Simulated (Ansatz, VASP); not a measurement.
**Ge3H4 (Ge wire along [100], 9 atoms a period, H-terminated): VASP beside Ansatz**

Wanted: the spread between two codes on one cell, functional and k mesh. The structure shown is the start of the Ansatz relaxation below; VASP solves that cell, so the two are compared at the walk's first step.

Method: plane waves, with VASP 6.6.1 beside it; single point at PBE, in Ansatz 0.2.0.

## (1) The starting structure

The cell holds 21 atoms: 9 Ge and 12 H. Cell: a = 14.361 Å, b = 14.361 Å, c = 5.760 Å, α = 90.0°, β = 90.0°, γ = 90.0°. Vacuum lies along a and b. The structure's axis is c.

## (2) Ansatz: relaxation, PBE

Ansatz runs on its PAW soft_1 files.

The two programs are compared at the cell with which this relaxation starts, whose forces are those of its first step.

Input file input.yaml:

```yaml
crystal:
  lattice:
    - [14.361, 0.0, 0.0]
    - [0.0, 14.361, 0.0]
    - [0.0, 0.0, 5.76]
  atoms:
    - { symbol: Ge, position: [0.299468451, 0.500011588, 0.0] }
    - { symbol: Ge, position: [0.500011588, 0.299468451, 0.0] }
    - { symbol: Ge, position: [0.500011588, 0.700554726, 0.0] }
    - { symbol: Ge, position: [0.700554726, 0.500011588, 0.0] }
    - { symbol: H, position: [0.236752315, 0.437295453, 0.156365698] }
    - { symbol: H, position: [0.437295453, 0.236752315, 0.156365698] }
    - { symbol: H, position: [0.562727724, 0.763270861, 0.156365698] }
    - { symbol: H, position: [0.763270861, 0.562727724, 0.156365698] }
    - { symbol: Ge, position: [0.399740019, 0.600283157, 0.25] }
    - { symbol: Ge, position: [0.600283157, 0.399740019, 0.25] }
    - { symbol: H, position: [0.337023884, 0.662999293, 0.406365698] }
    - { symbol: H, position: [0.662999293, 0.337023884, 0.406365698] }
    - { symbol: Ge, position: [0.500011588, 0.500011588, 0.5] }
    - { symbol: H, position: [0.337023884, 0.337023884, 0.593634302] }
    - { symbol: H, position: [0.662999293, 0.662999293, 0.593634302] }
    - { symbol: Ge, position: [0.399740019, 0.399740019, 0.75] }
    - { symbol: Ge, position: [0.600283157, 0.600283157, 0.75] }
    - { symbol: H, position: [0.236752315, 0.562727724, 0.843634302] }
    - { symbol: H, position: [0.437295453, 0.763270861, 0.843634302] }
    - { symbol: H, position: [0.562727724, 0.236752315, 0.843634302] }
    - { symbol: H, position: [0.763270861, 0.437295453, 0.843634302] }
kpoints:
  mp_grid: { grid: [1, 1, 14] }
scf:
  occupations: { method: fermi_dirac, width: 0.05 }
hamiltonian:
  xc: pbe
  pseudopotentials: { kind: paw, azcp: { folder: soft_1 } }
relax:
  cell: { fix: [a, b, alpha, beta, gamma] }
  max_steps: 45
  f_tol: 0.03
```

On the command line:

```sh
$ ansatz run input.yaml --threads 4 --pin off --max-ram 16384MiB --backend cpu --events-out ev --progress --plain --runs-dir out
```

Numbers of over 12 decimals in the logs are rounded to 6 here.

The log of the run:

```text
Engine: ansatz 0.2.0, aarch64-unknown-linux-gnu
Pseudopotentials: kind: paw
Pseudopotential: Ge, paw, valence charge 14, recommended cutoff 420 eV (normal), soft_1/Ge.paw.azcp
Pseudopotential: H, paw, valence charge 1, recommended cutoff 420 eV (normal), soft_1/H.paw.azcp
Functional definition: PBE
  parameter kappa = 0.804
  parameter beta = 0.066725
  exchange = pbe_x(kappa = kappa, mu = beta*pi^2/3)
  correlation = pbe_c(beta = beta)
Crystal: 21 atoms, lattice volume = 1187.933 Å³
Basis set: ecut = 420 eV, 23151 PW (Γ), exchange–correlation on 192×192×80 points (8 copies of the dense FFT grid, shifted against one another)
Bands: 90, of which v1, the nominal top of the filled ones, is band 69 counted from 1 (68 counted from 0)
Symmetry: 8 space group operations
Space group: P-42m (ITA 111), of the structure as read, at distance tolerance 1.1e-4 Å
k-points: 8 of 14
Non-local potential: Ge, projectors of the file, l = 0: 2, l = 1: 2, l = 2: 3, l = 3: 1
Non-local potential: H, projectors of the file, l = 0: 2, l = 1: 1
PAW form: soft (Blöchl's): semilocal exchange-correlation on the pseudo side does not see the compensation charge
PAW one-centre angular grid: Ge, 590 points (default); XC on 64 Gauss nodes
PAW one-centre angular grid: H, 110 points (default); XC on 64 Gauss nodes
Initial density: superposition of atomic densities (neutral atoms: chi_scale 0, normalization atom)
Initial wavefunctions: pseudopotential atomic-orbital guess
Functional: x = pbe(κ = 0.804, μ = 0.219515), c = pbe(β = 0.066725)
SCF iter   1: F=—  HF=-38845.674176 eV  |F-HF|=—  |Δ(HF+E_count)|=         —  Δρ=3.14e-2  dr2=9.81e0  ethr=3.10e-3  ⟨swp⟩=7.2  Hψ=3118  notcnv=0  defer=10
preconditioner: auto → Resta (q_TF=auto, 1.906 Å⁻¹)  ε∞=1.6  [insulator: Δε(μ)=3.711 eV  Ē_g=9.626 eV  σ=0.050 eV  W_gap=1.00  n_scr=134 (ndim 8)  ℏωp=7.5 eV  f_vac=0.640  D(μ)=0.00/eV (n_scr^D=0)  ε∞_Penn≈1.6  vacuum switching on, ρ_ref=6.7e-3 e/Å³]
SCF iter   2: F=—  HF=-38843.317879 eV  |F-HF|=—  |Δ(HF+E_count)|=    2.36e0  Δρ=1.35e-2  dr2=2.08e0  ethr=3.10e-3  ⟨swp⟩=3.0  Hψ=1084  notcnv=0  defer=108
SCF iter   3: F=—  HF=-38842.815666 eV  |F-HF|=—  |Δ(HF+E_count)|=   5.02e-1  Δρ=2.66e-3  dr2=3.05e-1  ethr=1.51e-3  ⟨swp⟩=4.0  Hψ=965  notcnv=0  defer=108
SCF iter   4: F=—  HF=-38842.746447 eV  |F-HF|=—  |Δ(HF+E_count)|=   6.92e-2  Δρ=1.05e-3  dr2=8.16e-3  ethr=2.21e-4  ⟨swp⟩=3.0  Hψ=970  notcnv=0  defer=110
SCF iter   5: F=—  HF=-38842.749801 eV  |F-HF|=—  |Δ(HF+E_count)|=   3.35e-3  Δρ=2.82e-4  dr2=1.37e-3  ethr=5.92e-6  ⟨swp⟩=2.0  Hψ=960  notcnv=0  defer=110
SCF iter   6: F=—  HF=-38842.749899 eV  |F-HF|=—  |Δ(HF+E_count)|=   9.83e-5  Δρ=5.81e-5  dr2=5.55e-5  ethr=9.91e-7  ⟨swp⟩=2.0  Hψ=1162  notcnv=0  defer=110
SCF iter   7: F=—  HF=-38842.750088 eV  |F-HF|=—  |Δ(HF+E_count)|=   1.88e-4  Δρ=1.82e-5  dr2=3.46e-6  ethr=4.02e-8  ⟨swp⟩=2.0  Hψ=1230  notcnv=0  defer=110
SCF iter   8: F=—  HF=-38842.750093 eV  |F-HF|=—  |Δ(HF+E_count)|=   5.67e-6  Δρ=6.71e-6  dr2=3.98e-7  ethr=2.51e-9  ⟨swp⟩=2.0  Hψ=1162  notcnv=0  defer=110
SCF iter   9: F=-38842.750094 eV  HF=-38842.750094 eV  |F-HF|=4.29e-10  |Δ(HF+E_count)|=   7.67e-7  Δρ=1.43e-6  dr2=2.42e-8  ethr=7.25e-11  ⟨swp⟩=5.0  Hψ=2237  notcnv=0
SCF 1 converged in 9 iterations: F = -38842.750094 eV  dr2 = 2.42e-8
  greatest PAW one-centre occupation: 0.998 electrons in one spin orbital (limit 2), on the Ge atom at site 0 (counted from 0), in its partial waves of l = 2
relax step   1: F+E_penalty+E_count = -38842.75009410 eV  Δ(F+E_penalty+E_count) = +0.000e0 eV  max|allowed force component| = 2.655e-1 eV/Å  Δτ_max = 0.0000 Å  P = -0.533 GPa  Ω = 1187.933 Å³  fix = [a, b, alpha, beta, gamma]  reactions: a -0.545, b -0.545 GPa  (9 SCF iters, dr2 threshold 1.00e-7 eV, accepted)
[...]
relax step   2: F+E_penalty+E_count = -38842.82053398 eV  Δ(F+E_penalty+E_count) = -7.044e-2 eV  max|allowed force component| = 2.204e-1 eV/Å  Δτ_max = 0.0916 Å  P = +0.041 GPa  Ω = 1188.705 Å³  energy of the carried Pulay correction = -1.033e-4 eV  fix = [a, b, alpha, beta, gamma]  reactions: a +0.064, b +0.064 GPa  (6 SCF iters, dr2 threshold 2.10e-6 eV, accepted)
[...]
relax step   3: F+E_penalty+E_count = -38842.84893686 eV  Δ(F+E_penalty+E_count) = -2.840e-2 eV  max|allowed force component| = 2.145e-2 eV/Å  Δτ_max = 0.0392 Å  P = -0.028 GPa  Ω = 1184.745 Å³  energy of the carried Pulay correction = +4.272e-4 eV  fix = [a, b, alpha, beta, gamma]  reactions: a -0.017, b -0.017 GPa  (5 SCF iters, dr2 threshold 2.10e-6 eV, accepted)
[...]
relax step   4: F+E_penalty+E_count = -38842.84858154 eV  Δ(F+E_penalty+E_count) = +3.553e-4 eV  max|allowed force component| = 2.119e-2 eV/Å  Δτ_max = 0.0000 Å  P = -0.027 GPa  Ω = 1184.745 Å³  fix = [a, b, alpha, beta, gamma]  reactions: a -0.016, b -0.016 GPa  stress off target by 4.98e-2 GPa on what of the cell is left free  SCF on the basis re-selected at this cell (its energy is not comparable with the rows above)  (6 SCF iters)
basis re-selected at this cell: Δ(F+E_penalty+E_count) = +3.553e-4 eV, ΔP = +0.000 GPa vs the last step (what re-selecting the basis moved, of the pressure what is left beyond the Pulay correction that the steps carried, after the strain that the cell walked since its last selection, with what the two solves' SCF thresholds leave and, on support functions, any second-order correction that the steps lacked; it is no m [...]
SCF converged after 6 iterations
Free energy (F): -38842.848582 eV
Harris-Foulkes:  -38842.848582 eV  (|F-HF|=5.09e-11)
Internal energy: -38842.848582 eV  (E = F + TS)
E sigma→0 (E₀):  -38842.848582 eV
Fermi energy:    -1.813851 eV
--- Per-component energies (eV) ---
  E_band       = -2729.105066
  E_kinetic    = 985.449555
  E_local      = -64273.106277  (includes V_loc(G=0)·N_el)
  E_nonlocal   = 1976.660914
  E_hartree    = 30974.140991
  E_xc         = -742.971867
  E_vxc        = -712.330485  (∫ρ·V_xc dr)
  E_paw        = -18139.264371  (= ΣΔE_a)
  E_vpaw       = -2654.049542  (= ΣTr[D̂ρ^β])
  E_aug_tail   = -0.011059  (compensation charges beyond the density's cutoff)
  E_ewald      = 10376.253532
  E_smearing   = -0.000000  (= −TS)
  E_closure    = 0.000000  (closes the sum)
  Σ components = -38842.848582   (vs F -38842.848582, Δ=0.00e0)
--- Forces (eV/Å), atoms counted from 1 ---
  atom   1  Ge     0.00174467    -0.00000000    -0.00000000
  atom   2  Ge     0.00000000     0.00174467     0.00000000
  atom   3  Ge     0.00000000    -0.00174467     0.00000000
  atom   4  Ge    -0.00174467     0.00000000     0.00000000
  atom   5  H      0.00335362     0.00179245    -0.00983028
  atom   6  H      0.00179245     0.00335362    -0.00983028
  atom   7  H     -0.00179245    -0.00335362    -0.00983028
  atom   8  H     -0.00335362    -0.00179245    -0.00983028
  atom   9  Ge    -0.00743229     0.00743229     0.01869574
  atom  10  Ge     0.00743229    -0.00743229     0.01869574
  atom  11  H      0.01004907    -0.01004907    -0.02119170
  atom  12  H     -0.01004907     0.01004907    -0.02119170
  atom  13  Ge     0.00000000     0.00000000     0.00000000
  atom  14  H      0.01004907     0.01004907     0.02119170
  atom  15  H     -0.01004907    -0.01004907     0.02119170
  atom  16  Ge    -0.00743229    -0.00743229    -0.01869574
  atom  17  Ge     0.00743229     0.00743229    -0.01869574
  atom  18  H      0.00335362    -0.00179245     0.00983028
  atom  19  H      0.00179245    -0.00335362     0.00983028
  atom  20  H     -0.00179245     0.00335362     0.00983028
  atom  21  H     -0.00335362     0.00179245     0.00983028
  max |Σ_I F_I| component: 3.90e-18 eV/Å
--- Stress (GPa, compression-positive) ---
       -0.016188       0.000000       0.000000
        0.000000      -0.016188       0.000000
        0.000000       0.000000      -0.049836
  P = ⅓ Tr σ = -0.0274 GPa (-0.274 kbar)
--- Relaxed structure (3 steps of the walk, 3 accepted, 1 SCFs on fresh bases) ---
  F+E_penalty+E_count = -38842.84858154 eV   max|allowed force component| = 2.119e-2 eV/Å   (the final SCF, on the basis selected at the relaxed cell)
  cell:  # Å, volume = 1184.7454 Å³
    - [14.361, 0.0, 0.0]
    - [0.0, 14.361, 0]
    - [0.0, 0, 5.744546]
  atoms:
    - { symbol: Ge, position: [0.303335, 0.500012, 0] }
    - { symbol: Ge, position: [0.500012, 0.303335, 0] }
    - { symbol: Ge, position: [0.500012, 0.696688, 0] }
    - { symbol: Ge, position: [0.696688, 0.500012, 0] }
    - { symbol: H, position: [0.239737, 0.438319, 0.153253] }
    - { symbol: H, position: [0.438319, 0.239737, 0.153253] }
    - { symbol: H, position: [0.561705, 0.760286, 0.153253] }
    - { symbol: H, position: [0.760286, 0.561705, 0.153253] }
    - { symbol: Ge, position: [0.401935, 0.598088, 0.246997] }
    - { symbol: Ge, position: [0.598088, 0.401935, 0.246997] }
    - { symbol: H, position: [0.339484, 0.660540, 0.403466] }
    - { symbol: H, position: [0.660540, 0.339484, 0.403466] }
    - { symbol: Ge, position: [0.500012, 0.500012, 0.5] }
    - { symbol: H, position: [0.339484, 0.339484, 0.596534] }
    - { symbol: H, position: [0.660540, 0.660540, 0.596534] }
    - { symbol: Ge, position: [0.401935, 0.401935, 0.753003] }
    - { symbol: Ge, position: [0.598088, 0.598088, 0.753003] }
    - { symbol: H, position: [0.239737, 0.561705, 0.846747] }
    - { symbol: H, position: [0.438319, 0.760286, 0.846747] }
    - { symbol: H, position: [0.561705, 0.239737, 0.846747] }
    - { symbol: H, position: [0.760286, 0.438319, 0.846747] }
```

Reading the cycles: dr2 is the Hartree energy of the density residual (eV), the measure of convergence; HF is the Harris–Foulkes estimate of the energy, which meets the free energy F at convergence.

(Continued in part 2 of 2.)

[Lines on the potential files, build, host, timing and source positions are cut from VASP's logs without a mark.]

[Logs are printed without paths, hosts, clocks, repeated set-up lines and the standing remarks that a program may print on its own settings, such as how far it seeks lower states.]

[Hosts, paths, dates, database ids (printed as entryN), source tags and the programs' standing remarks are cut or masked in the printed files.]
